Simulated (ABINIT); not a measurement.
# ScAl3 (Pm-3m) in ABINIT: a series of runs

The runs below take ScAl3 through band structure, equation of state, with LDA, WC, PBEsol.

Program: ABINIT 10.8.3 (patched build). These are calculated values, not measurements. Logs are shortened: lines on timing, memory, paths and dates and some standing lists are left out, and cuts for length are marked. The log counts tension as positive stress, the text compression.

**Experimental background.**

“A Combined Experimental and First-Principles Based Assessment of Finite-Temperature Thermodynamic Properties of Intermetallic Al3Sc”, 2021, pmc:8067998 quotes, for a bulk crystal of ScAl3 at 298 K: bulk modulus 91.5 ± 1.1 GPa.

The runs below are set against these values where they give the same quantity.

### 1 The structure

Symmetry: Pm-3m, No. 221, cubic system. The conventional cell has a = 4.088 Å, b = 4.088 Å, c = 4.088 Å, α = 90.00°, β = 90.00°, γ = 90.00°. Sc (site symmetry m-3m) has 12 Al at 2.89 Å as nearest neighbours. Al (site symmetry 4/mmm) is surrounded by 4 Sc at 2.89 Å and 8 Al at 2.89 Å.

The cell is a database's computed one.

### 2 Band structure, LDA

Input file run.abi:

```
# Datasets: ground state, then fixed potential
ndtset 2

# Pseudopotentials
pp_dirpath "./"
pseudos "Sc.hgh, Al.hgh"

# Structure
acell 3*1.0 Angstrom
rprim
     4.0878065700     0.0000000000     0.0000000000
     0.0000000000     4.0878065700     0.0000000000
     0.0000000000     0.0000000000     4.0878065700
ntypat 2
znucl 21 13
natom 4
typat 1 2 2 2
xred
     0.0000000000     0.0000000000     0.0000000000
     0.5000000000     0.5000000000     0.0000000000
     0.0000000000     0.5000000000     0.5000000000
     0.5000000000     0.0000000000     0.5000000000

# Plane-wave basis
ecut 18.0

# Exchange and correlation
ixc 7

# Bands and occupations
occopt 3
tsmear 0.05 eV

# SCF cycle
nstep 100

# Output
iomode 3
prtwf 0
prteig 0
prtebands 0
prtden1 1
prtvha1 1
prtvclmb1 1
prtpot1 1
prtelf1 1

# Dataset 1
kptopt1 1
ngkpt1 7 7 7
nshiftk1 1
shiftk1 0.0 0.0 0.0
nband1 10
tolvrs1 1.0e-10

# Dataset 2: bands along G-X-M-G-R-X
iscf2 -2
getden2 1
nband2 16
nbdbuf2 4
tolwfr2 1.0e-11
kptopt2 -5
ndivsm2 8
prteig2 1
kptbounds2
     0.0000000000     0.0000000000     0.0000000000
     0.0000000000     0.5000000000     0.0000000000
     0.5000000000     0.5000000000     0.0000000000
     0.0000000000     0.0000000000     0.0000000000
     0.5000000000     0.5000000000     0.5000000000
     0.0000000000     0.5000000000     0.0000000000
```

Potentials or basis: HGH LDA.

Started as:

```bash
abinit run.abi > log 2>&1
```

run.abo:

```text
.Version 10.8.3 of ABINIT
 DATASET    1 : space group Pm -3 m (#221); Bravais cP (primitive cubic)
================================================================================
 Values of the parameters that define the memory need for DATASET  1.
     intxc =       0    ionmov =       0      iscf =       7    lmnmax =       6
     lnmax =       6     mgfft =      30  mpssoang =       3    mqgrid =    3001
     natom =       4  nloc_mem =       1    nspden =       1   nspinor =       1
    nsppol =       1      nsym =      48    n1xccc =       0    ntypat =       2
    occopt =       3   xclevel =       1
       mpw =        1702          nfft =       27000          nkpt =          20
================================================================================
================================================================================

 DATASET    2 : space group Pm -3 m (#221); Bravais cP (primitive cubic)
================================================================================
 Values of the parameters that define the memory need for DATASET  2.
     intxc =       0    ionmov =       0      iscf =      -2    lmnmax =       6
     lnmax =       6     mgfft =      30  mpssoang =       3    mqgrid =    3001
     natom =       4  nloc_mem =       1    nspden =       1   nspinor =       1
    nsppol =       1      nsym =      48    n1xccc =       0    ntypat =       2
    occopt =       3   xclevel =       1
       mpw =        1723          nfft =       27000          nkpt =          53
================================================================================
================================================================================

--------------------------------------------------------------------------------
------------- Echo of variables that govern the present computation ------------
--------------------------------------------------------------------------------
 -outvars: echo values of preprocessed input variables --------
            acell      1.8897261259E+00  1.8897261259E+00  1.8897261259E+00 Bohr
              amu      4.49559100E+01  2.69815390E+01
             ecut      1.80000000E+01 Hartree
           getden1          0
           getden2          1
             iscf1          7
             iscf2         -2
                       outvar_i_n : Printing only first  50 k-points.
              ixc           7
           jdtset        1    2
                       outvar_i_n : Printing only first  50 k-points.
           kptopt1          1
           kptopt2         -5
         kptrlatt        7    0    0      0    7    0      0    0    7
          kptrlen1     5.40738441E+01
          kptrlen2     3.00000000E+01
            natom           4
            nband1         10
            nband2         16
           nbdbuf1          0
           nbdbuf2          4
           ndtset           2
           ndivsm1          0
           ndivsm2          8
            ngfft          30      30      30
             nkpt1         20
             nkpt2         53
            nstep         100
             nsym          48
           ntypat           2
           occopt           3
        prtebands           0
           prteig1          0
           prteig2          1
           prtelf1          1
           prtelf2          0
           prtpot1          1
           prtpot2          0
         prtvclmb1          1
         prtvclmb2          0
           prtvha1          1
           prtvha2          0
            prtwf           0
            rprim      4.0878065700E+00  0.0000000000E+00  0.0000000000E+00
                       0.0000000000E+00  4.0878065700E+00  0.0000000000E+00
                       0.0000000000E+00  0.0000000000E+00  4.0878065700E+00
           shiftk1     0.00000000E+00  0.00000000E+00  0.00000000E+00
           shiftk2     5.00000000E-01  5.00000000E-01  5.00000000E-01
          spgroup         221
           tolvrs1     1.00000000E-10
           tolvrs2     0.00000000E+00
[... 269 lines left out ...]
  6.75E-12  3.32E-12  9.95E-12  6.31E-12  6.30E-12  8.61E-12  8.08E-12  3.20E-12
[... 290 lines left out ...]
  3.5635E-01  3.6289E-01  3.6338E-01  3.8001E-01  3.9269E-01  4.4457E-01
  4.5805E-01  5.1572E-01  5.6039E-01  5.6755E-01
 Non-SCF case, kpt   52 (  0.04545  0.50000  0.04545), residuals and eigenvalues=
  9.03E-12  3.63E-12  7.93E-12  5.31E-12  3.18E-12  9.89E-12  9.03E-12  8.97E-12
  4.81E-12  4.10E-12  2.12E-12  3.27E-12  8.11E-12  8.49E-12  7.88E-06  5.43E-08
  4.9568E-03  3.6504E-02  2.3768E-01  2.4129E-01  2.5335E-01  3.2947E-01
  3.4340E-01  3.4593E-01  3.6009E-01  3.7177E-01  3.9046E-01  4.5166E-01
  4.5545E-01  4.9842E-01  5.7299E-01  5.7492E-01
 Non-SCF case, kpt   53 (  0.00000  0.50000  0.00000), residuals and eigenvalues=
  2.86E-12  7.29E-12  6.23E-12  3.64E-12  2.84E-12  1.83E-12  4.43E-12  9.19E-12
  4.10E-12  3.52E-12  4.25E-12  2.46E-12  9.31E-11  8.56E-12  3.77E-05  5.63E-07
  3.7911E-03  3.5131E-02  2.4392E-01  2.4392E-01  2.5623E-01  3.3530E-01
  3.4186E-01  3.4186E-01  3.5800E-01  3.6335E-01  3.8942E-01  4.5419E-01
  4.5419E-01  4.9188E-01  5.7498E-01  5.8283E-01

--- !ResultsGS
iteration_state: {dtset: 2, }
comment   : Summary of ground state results
lattice_vectors:
- [  7.7248349,   0.0000000,   0.0000000, ]
- [  0.0000000,   7.7248349,   0.0000000, ]
- [  0.0000000,   0.0000000,   7.7248349, ]
lattice_lengths: [   7.72483,    7.72483,    7.72483, ]
lattice_angles: [ 90.000,  90.000,  90.000, ] # degrees, (23, 13, 12)
lattice_volume:   4.6096464E+02
convergence: {deltae:  0.000E+00, res2:  0.000E+00, residm:  9.951E-12, diffor:  0.000E+00, }
etotal    :  -8.14256273E+00
entropy   :   0.00000000E+00
fermie    :   3.03443748E-01
cartesian_stress_tensor: null
pressure_GPa: null
xred      :
- [  0.0000E+00,   0.0000E+00,   0.0000E+00, Sc]
- [  5.0000E-01,   5.0000E-01,   0.0000E+00, Al]
- [  0.0000E+00,   5.0000E-01,   5.0000E-01, Al]
- [  5.0000E-01,   0.0000E+00,   5.0000E-01, Al]
cartesian_forces: null
force_length_stats: {min: null, max: null, mean: null, }
...

 Integrated electronic density in atomic spheres:
 ------------------------------------------------
 Atom  Sphere_radius  Integrated_density
    1        2.00000          0.96186329
    2        2.00000          0.89618875
    3        2.00000          0.89618875
    4        2.00000          0.89618875
================================================================================

 ----iterations are completed or convergence reached----

 Mean square residual over all n,k,spin=   56.483E-13; max=  99.510E-13
 reduced coordinates (array xred) for    4 atoms
       0.000000000000      0.000000000000      0.000000000000
       0.500000000000      0.500000000000      0.000000000000
       0.000000000000      0.500000000000      0.500000000000
       0.500000000000      0.000000000000      0.500000000000

 cartesian coordinates (angstrom) at end:
    1      0.00000000000000     0.00000000000000     0.00000000000000
    2      2.04390328500000     2.04390328500000     0.00000000000000
    3      0.00000000000000     2.04390328500000     2.04390328500000
    4      2.04390328500000     0.00000000000000     2.04390328500000
 length scales=  1.889726125908  1.889726125908  1.889726125908 bohr
              =  1.000000000000  1.000000000000  1.000000000000 angstroms
 Eigenvalues (hartree) for nkpt=  53  k points:
 kpt#   1, nband= 16, wtk=  1.00000, kpt=  0.0000  0.0000  0.0000 (reduced coord)
  -0.06371    0.21215    0.21215    0.23805    0.23805    0.23805    0.35208    0.35208
   0.35208    0.35343    0.48309    0.48309    0.50178    0.50178    0.50178    0.60853
 kpt#   2, nband= 16, wtk=  1.00000, kpt=  0.0000  0.0625  0.0000 (reduced coord)
  -0.06242    0.19656    0.21323    0.23829    0.23829    0.25011    0.35188    0.35188
   0.35260    0.35921    0.46650    0.48553    0.50321    0.50321    0.51629    0.58729
 kpt#   3, nband= 16, wtk=  1.00000, kpt=  0.0000  0.1250  0.0000 (reduced coord)
  -0.05855    0.17071    0.21653    0.23898    0.23898    0.26652    0.35035    0.35035
   0.35441    0.37447    0.44249    0.49173    0.50550    0.50550    0.53447    0.56744
 kpt#   4, nband= 16, wtk=  1.00000, kpt=  0.0000  0.1875  0.0000 (reduced coord)
  -0.05214    0.14324    0.22171    0.23998    0.23998    0.28144    0.34757    0.34757
   0.35615    0.39357    0.41784    0.50193    0.50193    0.50201    0.55173    0.55676
 kpt#   5, nband= 16, wtk=  1.00000, kpt=  0.0000  0.2500  0.0000 (reduced coord)
  -0.04327    0.11617    0.22865    0.24112    0.24112    0.29666    0.34499    0.34499
   0.35835    0.39417    0.40971    0.49014    0.49014    0.52057    0.53140    0.56484
 kpt#   6, nband= 16, wtk=  1.00000, kpt=  0.0000  0.3125  0.0000 (reduced coord)
  -0.03207    0.09032    0.23690    0.24220    0.24220    0.31286    0.34314    0.34314
[... 128 lines left out ...]
   0.02236    0.05640    0.18975    0.21425    0.22745    0.26430    0.34533    0.38385
   0.38733    0.40097    0.41045    0.44195    0.47437    0.54254    0.54809    0.56186
 kpt#  50, nband= 16, wtk=  1.00000, kpt=  0.1364  0.5000  0.1364 (reduced coord)
   0.01426    0.04728    0.20631    0.22455    0.23680    0.28580    0.36061    0.37007
   0.38495    0.38705    0.39690    0.43982    0.46374    0.53704    0.55044    0.56329
 kpt#  51, nband= 16, wtk=  1.00000, kpt=  0.0909  0.5000  0.0909 (reduced coord)
   0.00845    0.04058    0.22314    0.23403    0.24583    0.30816    0.35635    0.36289
   0.36338    0.38001    0.39269    0.44457    0.45805    0.51572    0.56039    0.56755
 kpt#  52, nband= 16, wtk=  1.00000, kpt=  0.0455  0.5000  0.0455 (reduced coord)
   0.00496    0.03650    0.23768    0.24129    0.25335    0.32947    0.34340    0.34593
   0.36009    0.37177    0.39046    0.45166    0.45545    0.49842    0.57299    0.57492
 kpt#  53, nband= 16, wtk=  1.00000, kpt=  0.0000  0.5000  0.0000 (reduced coord)
   0.00379    0.03513    0.24392    0.24392    0.25623    0.33530    0.34186    0.34186
   0.35800    0.36335    0.38942    0.45419    0.45419    0.49188    0.57498    0.58283

== END DATASET(S) ==============================================================
================================================================================

 -outvars: echo values of variables after computation  --------
            acell      1.8897261259E+00  1.8897261259E+00  1.8897261259E+00 Bohr
           etotal1    -8.1425627317E+00
            fcart1    -0.0000000000E+00 -0.0000000000E+00 -0.0000000000E+00
                      -0.0000000000E+00 -0.0000000000E+00 -0.0000000000E+00
                      -0.0000000000E+00 -0.0000000000E+00 -0.0000000000E+00
                      -0.0000000000E+00 -0.0000000000E+00 -0.0000000000E+00
            rprim      4.0878065700E+00  0.0000000000E+00  0.0000000000E+00
                       0.0000000000E+00  4.0878065700E+00  0.0000000000E+00
                       0.0000000000E+00  0.0000000000E+00  4.0878065700E+00
           strten1     2.7816432646E-04  2.7816432646E-04  2.7816432646E-04
                       0.0000000000E+00  0.0000000000E+00  0.0000000000E+00
           xangst      0.0000000000E+00  0.0000000000E+00  0.0000000000E+00
                       2.0439032850E+00  2.0439032850E+00  0.0000000000E+00
                       0.0000000000E+00  2.0439032850E+00  2.0439032850E+00
                       2.0439032850E+00  0.0000000000E+00  2.0439032850E+00
             xred      0.0000000000E+00  0.0000000000E+00  0.0000000000E+00
                       5.0000000000E-01  5.0000000000E-01  0.0000000000E+00
                       0.0000000000E+00  5.0000000000E-01  5.0000000000E-01
                       5.0000000000E-01  0.0000000000E+00  5.0000000000E-01
 Calculation completed.
```

It took 26 s on 1 thread of Intel Xeon Platinum 8488C (Sapphire Rapids), shared host; peak memory 0.1 GiB.

What came out:

```yaml
Free_energy: -221.5704 eV
Band_gap_on_the_k_mesh: none (metal or under the smearing width)
Valence_electrons_inside_the_program's_atomic_spheres: Sc 0.96; Al 0.90
```

Levels at the corners of the path, in eV from the Fermi level:
```
point  band 2  band 3  band 4  band 5  band 6  band 7  band 8  band 9  band 10  band 11
    Γ   -2.48   -2.48   -1.78   -1.78   -1.78    1.32    1.32    1.32     1.36     4.89
    X   -7.30   -1.62   -1.62   -1.28    0.87    1.05    1.05    1.48     1.63     2.34
    M   -5.65   -5.65   -4.32   -0.46   -0.46    1.35    1.44    2.25     2.74     3.53
    Γ   -2.48   -2.48   -1.78   -1.78   -1.78    1.32    1.32    1.32     1.36     4.89
    R   -4.70   -4.70   -4.36   -2.98   -2.98   -2.98    0.89    2.90     2.90     4.11
    X   -7.30   -1.62   -1.62   -1.28    0.87    1.05    1.05    1.48     1.63     2.34
```

Caveat: the cutoff is too short for stress, so the log's stress isn't used; HGH potentials are hard and often keep d shells in the core, so these values are rough.

(Part 1 of 2 ends here.)
